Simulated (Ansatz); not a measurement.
Method: DFT PBE, scalar-relativistic, plane waves, PAW (Ansatz 0.2.0). All cells share a 420 eV cutoff and Γ-centred k meshes spaced at most about 0.3 Å⁻¹ (about 0.25 or finer for metals, 2π included). No spin polarisation in the final relaxations.

These are static total energies at zero pressure.

Compare these two cells of Al, each relaxed at this level.

A.

```cif
data_structure
_symmetry_space_group_name_H-M 'Fd-3m:1'
_symmetry_Int_Tables_number 227
_cell_length_a 7.4836
_cell_length_b 7.4836
_cell_length_c 7.4836
_cell_angle_alpha 90.000
_cell_angle_beta 90.000
_cell_angle_gamma 90.000
_cell_volume 419.11
loop_
_atom_site_label
_atom_site_type_symbol
_atom_site_symmetry_multiplicity
_atom_site_Wyckoff_symbol
_atom_site_fract_x
_atom_site_fract_y
_atom_site_fract_z
_atom_site_occupancy
Al1 Al 8 a 0.50000 0.00000 0.50000 1
Al2 Al 16 d 0.37500 0.62500 0.37500 1
```

B.

```cif
data_structure
_symmetry_space_group_name_H-M 'P6/mmm'
_symmetry_Int_Tables_number 191
_cell_length_a 7.7053
_cell_length_b 7.7053
_cell_length_c 5.3005
_cell_angle_alpha 90.000
_cell_angle_beta 90.000
_cell_angle_gamma 120.000
_cell_volume 272.54
loop_
_atom_site_label
_atom_site_type_symbol
_atom_site_symmetry_multiplicity
_atom_site_Wyckoff_symbol
_atom_site_fract_x
_atom_site_fract_y
_atom_site_fract_z
_atom_site_occupancy
Al1 Al 4 h 0.33333 0.66667 0.24339 1
Al2 Al 6 k 0.33462 0.00000 0.50000 1
```

Question: Which is lower in energy, and by how much?

Answer: A is lower, by 0.32 eV/atom. A has space group Fd-3m (No. 227), 17.5 Å³/atom and no gap on its mesh; B has space group P6/mmm (No. 191), 27.3 Å³/atom and no gap. Counting all near atoms (those within 1.25 times the shortest distance at each site; a plus sign parts nearer from farther groups; a slash parts the counts of unlike sites), A has Al 6+6/16 and B has Al 3+4/8. The denser one is the lower, and pressure would at first widen the difference. In A, Al on a site of symmetry -43m is surrounded by 16 Al at 3.10–3.24 Å; Al on a site of symmetry -3m is surrounded by 6 Al at 2.65 Å and 6 Al at 3.10 Å. In B, Al on a site of symmetry 3m is surrounded by 2 Al at 2.58–2.72 Å and 6 Al at 2.90 Å; around Al on a site of symmetry m2m lie 3 Al at 2.55–2.58 Å and 4 Al at 2.90 Å. Both come from invented guesses. The part of the Crystallography Open Database at hand lists Al in space groups No. 225, 229; no cell shown has one of them.

Cells relaxed within their symmetry can be saddle points.

The preference for A fits aluminium's nearly free-electron s-p bonding, which is weakly directional and favours dense, even packing. B is far more open: its honeycomb layers have atomic chains threading two thirds of the hexagons, while the remaining hexagons line up into empty channels along c. Its shortest contacts, 2.55–2.58 Å against 2.65 Å in A, show the usual contraction of bonds when neighbours are few, but these stronger individual bonds evidently don't make up for the missing ones.

A is not an ideal packing for a single element either. It is the cubic Laves arrangement, which suits atoms of two sizes; here one kind of atom must fill both the roomy 16-neighbour site and the tighter network site. The resulting spread of distances probably costs energy relative to face-centred cubic aluminium, the known ground state, where all nearest neighbours are equivalent. The 0.32 eV/atom therefore ranks two hypothetical packings and doesn't measure how far either lies above that ground state.
